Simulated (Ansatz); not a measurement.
# Band table of NbN (rocksalt type)

```
CELL_PARAMETERS angstrom
0.00000 2.19026 2.19026
2.19026 0.00000 2.19026
2.19026 2.19026 0.00000
ATOMIC_POSITIONS crystal
Nb 0.00000 0.00000 0.00000
N 0.50000 0.50000 0.50000
```

The cell comes from a relaxation on PAW files under the same functional, begun from a prototype that needn't be the stable phase.

All numbers are PBEsol results (scalar-relativistic) from Ansatz 0.2.0, with a Γ-centred 15×15×15 k mesh, Fermi–Dirac smearing of 0.1 eV, no spin polarisation. Methods: LAPW: all electrons, basis error target 1 meV/atom.

Path points, in fractions of the reciprocal vectors: Γ (0.000, 0.000, 0.000), X (0.500, 0.000, 0.500), U (0.625, 0.250, 0.625), K (0.375, 0.375, 0.750), L (0.500, 0.500, 0.500), W (0.500, 0.250, 0.750). The distance column jumps between branches of the path. Levels in eV from the Fermi level; bands 15 to 24, counted from the lowest band of the run. The gap is zero, the pressure -0.06 GPa.

```
# k(1/Å) point b15 b16 b17 b18 b19 b20 b21 b22 b23 b24
0.000 Γ -17.61 -3.34 -3.34 -3.34 -2.04 -2.04 -2.04 -0.15 -0.15 3.31
0.205 - -17.46 -4.44 -3.69 -3.69 -2.26 -1.44 -1.44 -0.08 0.85 3.77
0.410 - -17.08 -6.03 -4.12 -4.12 -2.83 -0.33 -0.33 0.14 2.00 5.28
0.615 - -16.69 -7.11 -4.34 -4.34 -3.52 0.46 0.88 0.88 2.76 7.19
0.820 - -16.52 -7.37 -4.35 -4.35 -4.18 0.86 1.92 1.92 3.44 8.53
1.025 - -16.63 -6.88 -4.70 -4.23 -4.23 1.24 2.59 2.59 4.00 8.94
1.229 - -16.83 -6.12 -5.02 -4.07 -4.07 1.52 2.85 2.85 4.23 8.99
1.434 X -16.91 -5.74 -5.14 -4.00 -4.00 1.63 2.90 2.90 4.20 9.48
1.507 - -16.90 -5.75 -5.20 -4.06 -3.93 1.72 2.88 2.88 4.21 9.50
1.579 - -16.85 -5.77 -5.37 -4.22 -3.76 1.96 2.83 2.84 4.23 9.56
1.652 - -16.78 -5.80 -5.61 -4.46 -3.51 2.34 2.74 2.77 4.27 9.67
1.724 - -16.68 -5.90 -5.84 -4.75 -3.20 2.62 2.67 2.81 4.30 9.81
1.797 - -16.56 -6.21 -5.89 -5.06 -2.83 2.46 2.55 3.35 4.30 9.98
1.869 - -16.43 -6.54 -5.94 -5.38 -2.40 2.28 2.40 3.93 4.27 10.18
1.941 U -16.29 -6.87 -6.00 -5.67 -1.93 2.07 2.24 4.20 4.52 10.40
2.820 K -16.29 -6.87 -6.00 -5.67 -1.93 2.07 2.24 4.20 4.52 10.40
3.037 - -15.88 -7.74 -6.39 -6.10 -0.29 1.33 1.66 3.79 6.14 10.49
3.254 - -15.68 -8.16 -6.75 -6.06 0.49 0.98 1.21 3.20 6.95 8.36
3.472 - -15.88 -7.91 -6.68 -5.80 -0.32 0.27 1.55 2.56 6.41 7.04
3.689 - -16.38 -7.02 -6.18 -5.29 -1.03 -0.42 0.69 1.71 4.82 6.17
3.907 - -16.98 -5.70 -5.27 -4.58 -1.58 -1.07 -0.51 0.95 2.81 4.94
4.124 - -17.44 -4.25 -4.10 -3.79 -1.92 -1.68 -1.49 0.25 0.88 3.77
4.341 Γ -17.61 -3.34 -3.34 -3.34 -2.04 -2.04 -2.04 -0.15 -0.15 3.31
4.519 - -17.49 -3.95 -3.81 -3.81 -1.84 -1.84 -1.71 0.38 0.38 3.62
4.696 - -17.16 -5.07 -4.67 -4.67 -1.43 -1.43 -1.26 1.56 1.56 4.38
4.874 - -16.68 -6.28 -5.51 -5.51 -0.83 -0.83 -0.79 2.95 2.95 5.27
5.051 - -16.12 -7.40 -6.20 -6.20 -0.18 -0.10 -0.10 4.36 4.36 5.88
5.228 - -15.56 -8.34 -6.72 -6.72 0.61 0.67 0.67 5.62 5.62 5.78
5.406 - -15.14 -8.99 -7.03 -7.03 1.30 1.30 1.52 5.04 6.57 6.57
5.583 L -14.98 -9.23 -7.14 -7.14 1.55 1.55 2.06 4.49 6.94 6.94
5.728 - -15.05 -9.12 -7.08 -7.06 1.29 1.53 2.00 4.81 6.85 6.88
5.873 - -15.25 -8.82 -6.92 -6.87 0.80 1.34 1.98 5.25 6.60 6.99
6.018 - -15.51 -8.38 -6.67 -6.61 0.35 0.93 2.14 5.10 6.20 7.81
6.163 - -15.79 -7.86 -6.39 -6.37 0.05 0.49 2.39 4.61 5.71 9.05
6.308 - -16.03 -7.35 -6.19 -6.16 -0.08 0.14 2.64 4.10 5.20 10.35
6.453 - -16.18 -6.93 -6.08 -6.05 -0.10 -0.04 2.84 3.71 4.80 11.45
6.598 W -16.24 -6.74 -6.05 -6.05 -0.09 -0.09 2.91 3.57 4.65 11.83
6.700 - -16.27 -6.63 -6.03 -6.03 -0.81 0.61 2.91 3.51 4.64 11.28
6.803 - -16.38 -6.31 -5.98 -5.97 -1.52 1.26 2.91 3.35 4.58 10.71
6.905 - -16.52 -5.92 -5.85 -5.83 -2.20 1.83 2.90 3.06 4.49 10.25
7.007 - -16.67 -5.85 -5.69 -5.24 -2.83 2.30 2.66 2.90 4.38 9.90
7.110 - -16.80 -5.79 -5.47 -4.65 -3.38 2.20 2.63 2.90 4.28 9.66
7.212 - -16.88 -5.75 -5.25 -4.18 -3.81 1.80 2.83 2.90 4.22 9.52
7.315 X -16.91 -5.74 -5.14 -4.00 -4.00 1.63 2.90 2.90 4.20 9.48
```
